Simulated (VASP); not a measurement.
# Er (Fm-3m) in VASP: further runs

One crystal, Er, is run at these levels: PBE; tasks: single point.

Program: VASP 6.6.1. These are calculated values, not measurements. Logs are shortened: lines on timing, memory, paths and dates and some standing lists are left out, and cuts for length are marked.

**1. Starting point**

Symmetry: Fm-3m, No. 225, cubic system. The conventional cell has a = 4.960 Å, b = 4.960 Å, c = 4.960 Å, α = 90.00°, β = 90.00°, γ = 90.00°. Er (site symmetry m-3m) has 12 Er at 3.51 Å as nearest neighbours.

This isn't the form of Er at room conditions, which is hcp.

**2. Single point, PBE, collinear spin, ferromagnetic start**

Input file INCAR:

```
SYSTEM = Er
PREC     = Accurate       ! precision mode
ENCUT    = 400            ! plane-wave cutoff, eV
EDIFF    = 1E-6           ! SCF threshold, eV
ISMEAR   = 0              ! smearing method
SIGMA    = 0.2            ! smearing width, eV
LREAL    = .False.        ! projectors in reciprocal space
LASPH    = .True.         ! aspherical terms in the spheres
NELM     = 100            ! most SCF steps
ALGO     = Normal         ! electronic algorithm
ISIF     = 2              ! what is computed and relaxed
LWAVE    = .False.        ! write WAVECAR
LCHARG   = .False.        ! write CHGCAR
ISPIN    = 2              ! spin polarisation
MAGMOM   = 3              ! initial moments
LORBIT   = 11             ! projections on sites
LMAXMIX  = 6              ! l up to which the mixer works
GGA      = PE             ! functional
ADDGRID  = .False.
```

Input file KPOINTS:

```
Automatic mesh
0
Gamma
  5 5 5
  0 0 0
```

Input file POSCAR:

```
Er
1.0
   -0.0089250000      2.4571370000      2.4791170000
    2.4542050000     -0.0023290000      2.4725200000
    2.4870360000      2.4833720000     -0.0351600000
Er
1
Direct
   -0.0043710000     -0.0077920000     -0.0181410000
```

Potentials or basis: VASP PAW PBE potentials, release 64 (Er_3), 4f in core.

The run is started by

```console
cat potpaw_PBE.64/Er_3/POTCAR > POTCAR
mpirun -np 1 vasp_std > vasp.out
```

OUTCAR:

```text
SYSTEM = Er
   PREC = Accurate
   ENCUT = 400
   EDIFF = 1E-6
   ISMEAR = 0
   LREAL = .False.
   LASPH = .True.
   NELM = 100
   ISIF = 2
   ISPIN = 2
   LORBIT = 11
   GGA = PE

 Found     63 irreducible k-points:

 Following reciprocal coordinates:
            Coordinates               Weight
  0.000000  0.000000  0.000000      1.000000
  0.200000  0.000000 -0.000000      2.000000
  0.400000  0.000000 -0.000000      2.000000
  0.000000  0.200000 -0.000000      2.000000
  0.200000  0.200000 -0.000000      2.000000
  0.400000  0.200000 -0.000000      2.000000
   k-points           NKPTS =     63   k-points in BZ     NKDIM =     63   number of bands    NBANDS=     10
   number of dos      NEDOS =    301   number of ions     NIONS =      1
   total plane-waves  NPLWV =  13824
   dimension x,y,z NGX =    24 NGY =   24 NGZ =   24
   dimension x,y,z NGXF=    48 NGYF=   48 NGZF=   48
   ions per type =               1
   NGX,Y,Z   is equivalent  to a cutoff of  11.43, 11.45, 11.35 a.u.
   NGXF,Y,Z  is equivalent  to a cutoff of  22.86, 22.91, 22.70 a.u.
 SYSTEM =  Er
   PREC   = accura    normal or accurate (medium, high low for compatibility)
   ISTART =      0    job   : 0-new  1-cont  2-samecut
   ICHARG =      2    charge: 1-file 2-atom 10-const
   ISPIN  =      2    spin polarized calculation?
   LNONCOLLINEAR =      F non collinear calculations
   LSORBIT =      F    spin-orbit coupling
   LASPH  =      T    aspherical Exc in radial PAW
   ENCUT  =  400.0 eV  29.40 Ry    5.42 a.u.   5.69  5.68  5.73*2*pi/ulx,y,z
   NELM   =    100;   NELMIN=  2; NELMDL= -5     # of ELM steps
   EDIFF  = 0.1E-05   stopping-criterion for ELM
   LREAL  =      F    real-space projection
   EDIFFG = 0.1E-04   stopping-criterion for IOM
   NSW    =      0    number of steps for IOM
   IBRION =     -1    ionic relax: 0-MD 1-quasi-New 2-CG
   NFREE  =      0    steps in history (QN), initial steepest desc. (CG)
   ISIF   =      2    stress and relaxation
   ISYM   =      2    0-nonsym 1-usesym 2-fastsym
   POTIM  = 0.5000    time-step for ionic-motion
   TEBEG  =    0.0;   TEEND  =   0.0 temperature during run
   PSTRESS=    0.0 pullay stress
   NELECT =       9.0000    total number of electrons
   NUPDOWN=      -1.0000    fix difference up-down
   EMIN   =  10.00;   EMAX   =-10.00  energy-range for DOS
   EFERMI =   0.00;   METHOD = LEGACY
   ISMEAR =     0;   SIGMA  =   0.20  broadening in eV -4-tet -1-fermi 0-gaus
   EFERMI_NEDOS =   21; number of points for ismear=-14 and -15
   IALGO  =     38    algorithm
   IMIX   =      4    mixing-type and parameters
     AMIX     =   0.40;   BMIX     =  1.00
     AMIX_MAG =   1.60;   BMIX_MAG =  1.00
  volume/ion in A,a.u.               =      30.50       205.83
  Fermi-wavevector in a.u.,A,eV,Ry     =   1.089904  2.059619 16.162220  1.187890
  Thomas-Fermi vector in A             =   2.226117
   LORBIT       =     11    0 simple, 1 ext, 2 COOP (PROOUT), +10 PAW based schemes
   GGA     = PE    functional components
   LHFCALC =     F    Hartree Fock is set to
   AEXX    =    0.0000 exact exchange contribution
   IVDW    =     0    specifies the selected vdW correction
   LEPSILON=     F    determine dielectric tensor
   LRPA    =     F    only Hartree local field effects (RPA)
 spin polarized calculation
 Gauss-broadening in eV      SIGMA  =   0.20
  energy-cutoff  :      400.00
  volume of cell :       30.50
 maximum number of plane-waves:       564
   NGX = 11   NGY = 11   NGZ = 11

 number of electron       9.0000000 magnetization       0.5495657

 Free energy of the ion-electron system (eV)
  ---------------------------------------------------
  ext. energy  EPLUGINS =         0.00000000
  ---------------------------------------------------
  free energy    TOTEN  =        -4.42526717 eV

  energy without entropy =       -4.38947761  energy(sigma->0) =       -4.40737239

 E-fermi :   3.1040     XC(G=0):  -9.8666

 val. band max:        2.8975439271   @ k =  -0.2000   0.4000  -0.0000
 cond. band min:       3.1238169137   @ k =  -0.4000  -0.2000   0.2000
 fundamental gap:      0.2262729866
 Fermi energy:         3.1040268995

 spin component 1

 k-point     1 :       0.0000    0.0000    0.0000
  band No.  band energies     occupation
      1     -21.3842      1.00000
      2     -21.3700      1.00000
      3     -21.3664      1.00000
      4      -2.7163      1.00000
      5       4.7554      0.00000
      6       4.9971      0.00000
      7       5.0236      0.00000
      8       7.2856      0.00000
      9       7.4014      0.00000
     10      12.3073      0.00000
[... 53 lines left out ...]
 k-point     6 :       0.4000    0.2000   -0.0000
  band No.  band energies     occupation
      1     -21.8200      1.00000
      2     -21.5286      1.00000
      3     -21.5014      1.00000
      4       0.4063      1.00000
      5       2.8602      0.95764
      6       4.0755      0.00000
      7       5.9318      0.00000
      8       7.8164      0.00000
      9       8.9168      0.00000
     10      12.4174      0.00000

 [... further k-points ...]

 spin component 2

 k-point     1 :       0.0000    0.0000    0.0000
  band No.  band energies     occupation
      1     -21.2631      1.00000
      2     -21.2455      1.00000
      3     -21.2410      1.00000
      4      -2.2297      1.00000
      5       5.0855      0.00000
      6       5.3256      0.00000
      7       5.3522      0.00000
      8       7.4787      0.00000
      9       7.5895      0.00000
     10      13.0271      0.00000
[... 53 lines left out ...]
 k-point     6 :       0.4000    0.2000   -0.0000
  band No.  band energies     occupation
      1     -21.6829      1.00000
      2     -21.3995      1.00000
      3     -21.3759      1.00000
      4       0.8647      1.00000
      5       3.2909      0.09320
      6       4.4182      0.00000
      7       6.2235      0.00000
      8       8.1154      0.00000
      9       9.1052      0.00000
     10      12.7417      0.00000

 [... further k-points ...]
[... 5 lines left out ...]
  --------------------------------------------------------------------------------------
  -------------------------------------------------------------------------------------
  Total        0.2033740      0.2087847      0.1672048     -0.0634445      0.0744367      0.1091563
  in kB       10.6832425     10.9674700      8.7832767     -3.3327417      3.9101627      5.7339869
  external PRESSURE =      10.1446631 kB  Pullay stress =       0.0000000 kB

 VOLUME and BASIS-vectors are now :
 -----------------------------------------------------------------------------
  energy-cutoff  :      400.00
  volume of cell :       30.50
      direct lattice vectors                 reciprocal lattice vectors
    -0.008925000  2.457137000  2.479117000    -0.201313527  0.204442392  0.200014888
     2.454205000 -0.002329000  2.472520000     0.204685885 -0.202140878  0.201085569
     2.487036000  2.483372000 -0.035160000     0.199378760  0.200206110 -0.197713292

 POSITION                                       TOTAL-FORCE (eV/Angst)
 -----------------------------------------------------------------------------------
      4.86811      4.88241      4.88701        -0.000000      0.000000     -0.000000
 -----------------------------------------------------------------------------------
    total drift:                               -0.000002     -0.000001     -0.000000

  FREE ENERGIE OF THE ION-ELECTRON SYSTEM (eV)
  ---------------------------------------------------
  free  energy   TOTEN  =        -4.4252671746 eV

  energy  without entropy=       -4.3894776140  energy(sigma->0) =       -4.40737239

 total charge

# of ion       s       p       d       tot
------------------------------------------
    1        0.508   6.538   1.088   8.134

 magnetization (x)

# of ion       s       p       d       tot
------------------------------------------
    1        0.004   0.160   0.268   0.433
```

stdout:

```text
POSCAR found type information on POSCAR Er
 POSCAR found :  1 types and       1 ions
 scaLAPACK will be used
 LDA part: xc-table for (Slater+PW92), standard interpolation
 POSCAR, INCAR and KPOINTS ok, starting setup
 FFT: planning ... GRIDC
 FFT: planning ... GRID_SOFT
 FFT: planning ... GRID
 WAVECAR not read
 entering main loop
```

It took 11 s on 1 thread of Intel Xeon 6975P-C (Granite Rapids), shared host; peak memory 0.15 GiB.

These settings aren't checked as converged: the numbers below hold their error.

Results:

```yaml
Free_energy: -4.4253 eV
Pressure: 1.0 GPa
Band_gap_on_the_k_mesh: none (metal or under the smearing width)
Net_moment: 0.55 μB per cell
Site_moments: Er +0.43 μB
Valence_electrons_inside_the_program's_atomic_spheres: Er 8.13
```

Caveat: the k mesh is coarse (spacing up to 0.44 Å⁻¹), so the values aren't converged; the magnetic or orbital state may not be the lowest; spin-orbit coupling is left out, which moves the levels of the heavy elements; the 4f electrons are frozen in the core as for a trivalent ion, so they carry no moment and show no levels.

**3. Single point, PBE, collinear spin, ferromagnetic start**

INCAR, as its differences from that of step 2:

```diff
@@ -2,3 +2,3 @@
 PREC     = Accurate       ! precision mode
-ENCUT    = 400            ! plane-wave cutoff, eV
+ENCUT    = 300            ! plane-wave cutoff, eV
 EDIFF    = 1E-6           ! SCF threshold, eV
```

Input file KPOINTS:

```
Automatic mesh
0
Gamma
  6 6 6
  0 0 0
```

Input file POSCAR:

```
Er
1.0
    0.0000000000      2.4798434248      2.4798434248
    2.4798434248      0.0000000000      2.4798434248
    2.4798434248      2.4798434248      0.0000000000
Er
1
Direct
    0.0000000000      0.0000000000      0.0000000000
```

Potentials or basis: VASP PAW PBE potentials, release 64 (Er_3), 4f in core.

The run is started by

```console
cat potpaw_PBE.64/Er_3/POTCAR > POTCAR
mpirun -np 1 vasp_std > vasp.out
```

OUTCAR:

```text
SYSTEM = Er
   PREC = Accurate
   ENCUT = 300
   EDIFF = 1E-6
   ISMEAR = 0
   LREAL = .False.
   LASPH = .True.
   NELM = 100
   ISIF = 2
   ISPIN = 2
   LORBIT = 11
   GGA = PE

 Found     16 irreducible k-points:

 Following reciprocal coordinates:
            Coordinates               Weight
  0.000000  0.000000  0.000000      1.000000
  0.166667  0.000000  0.000000      8.000000
  0.333333  0.000000  0.000000      8.000000
  0.500000  0.000000  0.000000      4.000000
  0.166667  0.166667  0.000000      6.000000
  0.333333  0.166667  0.000000     24.000000
   k-points           NKPTS =     16   k-points in BZ     NKDIM =     16   number of bands    NBANDS=     10
[... 245 lines left out ...]
  Total        0.0087082      0.0087082      0.0087082      0.0000000      0.0000000     -0.0000000
  in kB        0.4574415      0.4574415      0.4574415      0.0000000      0.0000000     -0.0000000
  external PRESSURE =       0.4574415 kB  Pullay stress =       0.0000000 kB

 VOLUME and BASIS-vectors are now :
 -----------------------------------------------------------------------------
  energy-cutoff  :      300.00
  volume of cell :       30.50
      direct lattice vectors                 reciprocal lattice vectors
     0.000000000  2.479843425  2.479843425    -0.201625633  0.201625633  0.201625633
     2.479843425  0.000000000  2.479843425     0.201625633 -0.201625633  0.201625633
     2.479843425  2.479843425  0.000000000     0.201625633  0.201625633 -0.201625633

 POSITION                                       TOTAL-FORCE (eV/Angst)
 -----------------------------------------------------------------------------------
      0.00000      0.00000      0.00000         0.000000      0.000000      0.000000
 -----------------------------------------------------------------------------------
    total drift:                                0.000000      0.000000      0.000000

  FREE ENERGIE OF THE ION-ELECTRON SYSTEM (eV)
  ---------------------------------------------------
  free  energy   TOTEN  =        -4.4955348913 eV

  energy  without entropy=       -4.4663935502  energy(sigma->0) =       -4.48096422

 total charge

# of ion       s       p       d       tot
------------------------------------------
    1        0.517   6.503   1.102   8.121

 magnetization (x)

# of ion       s       p       d       tot
------------------------------------------
    1       -0.000  -0.000  -0.000  -0.000
```

OSZICAR:

```text
N       E                     dE             d eps       ncg     rms          rms(c)
DAV:   1     0.100568867476E+02    0.10057E+02   -0.37029E+03   966   0.650E+02
DAV:   2    -0.321138467786E+01   -0.13268E+02   -0.12668E+02   948   0.235E+02
DAV:   3    -0.355864313185E+01   -0.34726E+00   -0.33332E+00  1014   0.344E+01
DAV:   4    -0.356185521305E+01   -0.32121E-02   -0.31982E-02  1078   0.144E+00
DAV:   5    -0.356186436025E+01   -0.91472E-05   -0.91431E-05   950   0.611E-02    0.212E+01
DAV:   6    -0.439751620563E+01   -0.83565E+00   -0.27047E-01  1022   0.467E+00    0.136E+01
DAV:   7    -0.447711916763E+01   -0.79603E-01   -0.51210E-02  1006   0.223E+00    0.658E+00
DAV:   8    -0.448836410970E+01   -0.11245E-01   -0.73814E-02  1002   0.223E+00    0.149E+00
DAV:   9    -0.449462941570E+01   -0.62653E-02   -0.40654E-03  1014   0.727E-01    0.344E-01
DAV:  10    -0.449535111151E+01   -0.72170E-03   -0.13083E-03  1026   0.215E-01    0.334E-01
DAV:  11    -0.449552987663E+01   -0.17877E-03   -0.28578E-04  1000   0.115E-01    0.497E-02
DAV:  12    -0.449553119949E+01   -0.13229E-05   -0.97573E-06  1044   0.267E-02    0.338E-02
DAV:  13    -0.449553499891E+01   -0.37994E-05   -0.87647E-06   950   0.164E-02    0.157E-02
DAV:  14    -0.449553489130E+01    0.10760E-06   -0.42823E-07   430   0.689E-03
   1 F= -.44955349E+01 E0= -.44809642E+01  d E =-.291413E-01  mag=    -0.0000
```

stdout:

```text
POSCAR found type information on POSCAR Er
 POSCAR found :  1 types and       1 ions
 scaLAPACK will be used
 LDA part: xc-table for (Slater+PW92), standard interpolation
 POSCAR, INCAR and KPOINTS ok, starting setup
 FFT: planning ... GRIDC
 FFT: planning ... GRID_SOFT
 FFT: planning ... GRID
 WAVECAR not read
 entering main loop
```

It took 5.9 s on 1 thread of Intel Xeon 6975P-C (Granite Rapids), shared host; peak memory 0.12 GiB.

These settings aren't checked as converged: the numbers below hold their error.

Results:

| Quantity | Value |
| --- | --- |
| Free energy | -4.4955 eV |
| Pressure | 0.0 GPa |
| Band gap on the k mesh | none (metal or under the smearing width) |
| Net moment | 0.00 μB per cell |
| Valence electrons inside the program's atomic spheres | Er 8.12 |

Caveat: the k mesh is coarse (spacing up to 0.37 Å⁻¹), so the values aren't converged; the magnetic or orbital state may not be the lowest; spin-orbit coupling is left out, which moves the levels of the heavy elements; the 4f electrons are frozen in the core as for a trivalent ion, so they carry no moment and show no levels.

**4. Single point, PBE, collinear spin, ferromagnetic start**

INCAR is that of step 3.

KPOINTS is that of step 3.

Input file POSCAR:

```
Er
1.0
   -0.0089250000      2.4571370000      2.4791170000
    2.4542050000     -0.0023290000      2.4725200000
    2.4870360000      2.4833720000     -0.0351600000
Er
1
Direct
   -0.0043710000     -0.0077920000     -0.0181410000
```

The run is started by

```console
cat potpaw_PBE.64/Er_3/POTCAR > POTCAR
mpirun -np 1 vasp_std > vasp.out
```

Run time: 16 s. Hardware: 1 thread of Intel Xeon 6975P-C (Granite Rapids), shared host; peak memory 0.14 GiB.

The run converged, but some of its settings lie outside the range that counts as converged, so its numbers aren't taken as properties of the crystal.

What came out:

| Quantity | Value |
| --- | --- |
| Free energy | -4.4938 eV |
| Pressure | 0.1 GPa |
| Band gap on the k mesh | none (metal or under the smearing width) |
| Net moment | 0.00 μB per cell |
| Valence electrons inside the program's atomic spheres | Er 8.12 |

Caveat: the k mesh is coarse (spacing up to 0.37 Å⁻¹), so the values aren't converged; the magnetic or orbital state may not be the lowest; spin-orbit coupling is left out, which moves the levels of the heavy elements; the 4f electrons are frozen in the core as for a trivalent ion, so they carry no moment and show no levels.

(Part 1 of 2 ends here.)
